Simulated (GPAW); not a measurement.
# Se (P-1) in GPAW: reference runs

How does Se come out in PBE? The cell is run as given.

Program: GPAW 26.7.0. These are calculated values, not measurements. Logs are shortened: lines on timing, memory, paths and dates and some standing lists are left out, and cuts for length are marked. The log counts tension as positive stress, the text compression.

### 1 The cell of the first run

The typed cell holds 2 atoms: a = 3.407 Å, b = 3.407 Å, c = 3.407 Å, α = 90.00°, β = 90.00°, γ = 90.00°.

This isn't the form of Se at room conditions, which is trigonal, of chains.

### 2 Single point, PBE (a zone-boundary wave of random shape, sigma 0.1 Å)

run.py reads:

```python
from ase import Atoms
from ase.dft.bandgap import bandgap
from ase.io import write
from ase.units import Bohr, GPa
from gpaw import GPAW, PW
from gpaw.elf import elf_from_dft_calculation

atoms = Atoms(['Se', 'Se'],
              cell=[[0.0, -3.40689723, 0.0],
                    [-3.40689723, 0.0, 0.0],
                    [0.0, 0.0, -3.40689723]],
              scaled_positions=[[0.48849725, 0.49932641, 0.45500946],
                                [0.01150275, 0.00067359, 0.04499054]],
              pbc=True)

calc = GPAW(mode=PW(600),
            xc='PBE',
            kpts={'size': (8, 8, 8), 'gamma': True},
            occupations={'name': 'fermi-dirac', 'width': 0.05},
            nbands=14,
            convergence={'density': 1e-05, 'energy': 1e-05},
            maxiter=150,
            txt='gpaw.txt')
atoms.calc = calc
energy = atoms.get_potential_energy()
forces = atoms.get_forces()
stress = atoms.get_stress()
calc.write('gs.gpw')
write('result.traj', atoms)
print(f'Energy: {energy:.6f} eV')
print('Forces (eV/A):')
print(forces.round(4))
print('Stress (GPa):', (stress / GPa).round(3))
print('Fermi level:', round(calc.get_fermi_level(), 4), 'eV')
print(f'Gap: {bandgap(calc)[0]:.4f} eV, direct: {bandgap(calc, direct=True)[0]:.4f} eV')

# fields on the real-space grid
write('density.cube', atoms, data=calc.get_pseudo_density() * Bohr**3)
write('potential.cube', atoms, data=calc.get_electrostatic_potential())
write('elf.cube', atoms, data=elf_from_dft_calculation(calc).data)
```

Potentials or basis: GPAW PAW data sets (gpaw-data 1.2.1), pw.

Launch:

```
> OMP_NUM_THREADS=1 python run.py
```

gpaw.txt:

```text
__  _  _
 | _ |_)|_||  |
 |__||  | ||/\| - 26.7.0

Input parameters:
  mode=PW(ecut=600.0),
  convergence={'density': 1e-05, 'energy': 1e-05},
  kpts=MonkhorstPack(size=(8, 8, 8), gamma=True),
  maxiter=150,
  nbands=14,
  occupations=Occupations(name='fermi-dirac', width=0.05),
  xc=XC(name='PBE')

Diagonalizing LCAO Hamiltonian
Converting LCAO to pw mode

            Se

       Se

Atoms  # Å, Bohr magnetons
|   | symbol |         x |         y |         z |    initial magnetic moments |
|---|--------|-----------|-----------|-----------|-----------------------------|
| 0 |     Se | -1.701154 | -1.664260 | -1.550170 | ( 0.0000,  0.0000,  0.0000) |
| 1 |     Se | -0.002295 | -0.039189 | -0.153278 | ( 0.0000,  0.0000,  0.0000) |

Unit cell  # Å
| periodic |         x |         y |         z |  lengths |    angles |
|----------|-----------|-----------|-----------|----------|-----------|
|      yes |  0.000000 | -3.406897 |  0.000000 | 3.406897 | 90.000000 |
|      yes | -3.406897 |  0.000000 |  0.000000 | 3.406897 | 90.000000 |
|      yes |  0.000000 |  0.000000 | -3.406897 | 3.406897 | 90.000000 |

Number of symmetries: 1
Symmetry operations  # r_c * U_cc + t_c -> r_c
|   | kind |            matrix            |
|---|------|------------------------------|
| 0 |  E   |  1, 0, 0,  0, 1, 0,  0, 0, 1 |

BZ-sampling:
  Number of BZ points: 512
  Number of IBZ points: 260

  Monkhorst-Pack size: [8, 8, 8]
  Monkhorst-Pack shift: [0.0625, 0.0625, 0.0625]

K-points  # in reciprocal-cell coordinates
|     |                                coordinates |     weight |
|-----|--------------------------------------------|------------|
|   0 | (  0.00000000,   0.00000000,   0.00000000) | 0.00195312 |
|   1 | (  0.00000000,   0.00000000,   0.12500000) | 0.00390625 |
|   2 | (  0.00000000,   0.00000000,   0.25000000) | 0.00390625 |
|   3 | (  0.00000000,   0.00000000,   0.37500000) | 0.00390625 |
|   4 | (  0.00000000,   0.00000000,   0.50000000) | 0.00195312 |
|   5 | (  0.00000000,   0.12500000,  -0.37500000) | 0.00390625 |
|   6 | (  0.00000000,   0.12500000,  -0.25000000) | 0.00390625 |
|   7 | (  0.00000000,   0.12500000,  -0.12500000) | 0.00390625 |
|   8 | (  0.00000000,   0.12500000,   0.00000000) | 0.00390625 |
|   9 | (  0.00000000,   0.12500000,   0.12500000) | 0.00390625 |
| ... |                                            |            |
| 259 | (  0.50000000,   0.50000000,   0.50000000) | 0.00195312 |

Plane wave coefficients: 1357
Cutoff: 600.0 eV

Spin-components: 1 (collinear spins)
Bands:           14
Projectors:      10
Spin-degeneracy: 2
Datatype:        complex128

Parallelization:
  kpt:    1
  domain: 1
  band:   1

Density:
  Valence electrons: 12.0
  Components: 1
  Grid points: [20 20 20]
  Charge: 0.0  # |e|

Potential:
  Grid points: [20 20 20]

species:
  Se:
    name:    Selenium
    Z:       34.0
    valence: 6
    core:    28
    charge:  0.0  # [|e|]
    compensation charges:
      type: gauss
      rc: 0.27  # [Å]
      lmax: 2
    cutoffs:
      filter: 1.77  # [Å]
      core: 2.67  # [Å]
    projectors
    | kind |    occ | energy [eV] | rcut [Å] |
    |------|--------|-------------|----------|
    |   4s |  2.000 |     -17.277 |    0.847 |
    |   4p |  4.000 |      -6.512 |    1.005 |
    |    s |        |       9.935 |    0.847 |
    |    p |        |      20.699 |    1.005 |
    |    d |        |       0.000 |    0.847 |

    Using partial waves for Se as LCAO basis

Reference energy: -132207.064261  # eV

eigensolver:
  PPCG
  Converge bands: occupied
  niter=2

density mixing:
  MSR1-Mixer
  Pratt-step length: 0.05
  Maximum mixing coefficient: 0.75
  Old densities: 10
  SVD Regularization: 0.005
  Good broyden scale: 1.0
  Trust region scale: 1.0
  Backstep threshold: 4.0
  History deletion threshold: 6.0
  Fourier metric: weight=20.0, sigma=0.015

occupation numbers:
  Fermi-Dirac:
    width: 0.0500  # eV

poisson solver:
  ecut: 4800.0  # eV

xc functional:
  name: PBE with 2 nearest neighbor stencil

convergence criteria:
- Maximum integral of absolute [dens]ity change: 1e-05 electrons / valence electron
- Maximum [total energy] change in last 3 cyles: 1e-05 eV / valence electron
- Maximum integral of absolute [eigenst]ate change: 4e-08 eV^2 / valence electron
maximum number of iterations: 150

SCF iterations
|iter     | |      energy | eigst |  dens |
|---------|-|-------------|-------|-------|
|iter:   1| |   -5.891354 | -0.34 |       |
|iter:   2| |   -5.894909 | -2.65 | -1.51 |
|iter:   3| |   -5.893254 | -3.48 | -1.54 |
|iter:   4| |   -5.893791 | -4.79 | -2.11 |
|iter:   5| |   -5.893838 | -5.32 | -2.70 |
|iter:   6| |   -5.893840c| -6.88 | -3.57 |
|iter:   7| |   -5.893840c| -7.79c| -3.96 |
|iter:   8| |   -5.893840c| -7.44c| -4.31 |
|iter:   9| |   -5.893840c| -8.41c| -5.17c|

Converged in 9 steps
Energy contributions relative to reference atoms: (reference = -132207.064261)

Energy contributions:
  Kinetic:           8.921741
  Coulomb:          -7.557433
  Zero:             -0.007212
  External:          0.000000
  Xc:               -7.247345
  Entropy:          -0.007181
  Spinorbit:         0.000000
  ----------------------------
  Free energy:      -5.897431
  Extrapolated:     -5.893840

dipole moment: (12.516476, 11.977963, 10.344758)  # |e|*Ang

Fermi level: 8.430
Eigenvalues  # (at kpt = [0.000, 0.000, 0.000])
| band index |      eig [eV] | occ [0-2] |
|------------|---------------|-----------|
|          0 |        -8.159 |     2.000 |
|          1 |        -1.808 |     2.000 |
|          2 |         4.821 |     2.000 |
|          3 |         4.843 |     2.000 |
|          4 |         5.302 |     2.000 |
|          5 |         9.950 |     0.000 |
|          6 |        11.370 |     0.000 |
|          7 |        11.597 |     0.000 |
|          8 |        12.461 |     0.000 |
|          9 |        14.065 |     0.000 |
|         10 |        19.547 |     0.000 |
|         11 |        20.652 |     0.000 |
|         12 |        21.112 |     0.000 |
|         13 |        21.123 |     0.000 |

No gap
No difference between direct/indirect transitions

Forces  # eV/Ang
|        x |        y |        z |
|----------|----------|----------|
|  0.00587 |  0.10057 |  0.47269 |  # Se   0
| -0.00587 | -0.10058 | -0.47273 |  # Se   1

Stress tensor  # eV/Ang^3
|         x |         y |         z |
|-----------|-----------|-----------|
| -0.016598 |  0.000095 |  0.000146 |
|  0.000095 | -0.020598 |  0.002472 |
|  0.000146 |  0.002472 | -0.042394 |

# Writing to gs.gpw (mode='')
```

It took 53 s on 1 thread of Intel Xeon Platinum 8488C (Sapphire Rapids), shared host; peak memory 0.27 GiB.

What came out:

```yaml
Free_energy: -5.8974 eV
Pressure: 4.3 GPa
Largest_force: 0.483 eV/Å
Band_gap_on_the_k_mesh: none (metal or under the smearing width)
```

Forces on the atoms (eV/Å):
```
Se   0.006  0.101  0.473
Se  -0.006 -0.101 -0.473
```

Stress tensor (GPa, compression positive):
```
 2.66 -0.02 -0.02
-0.02  3.30 -0.40
-0.02 -0.40  6.79
```
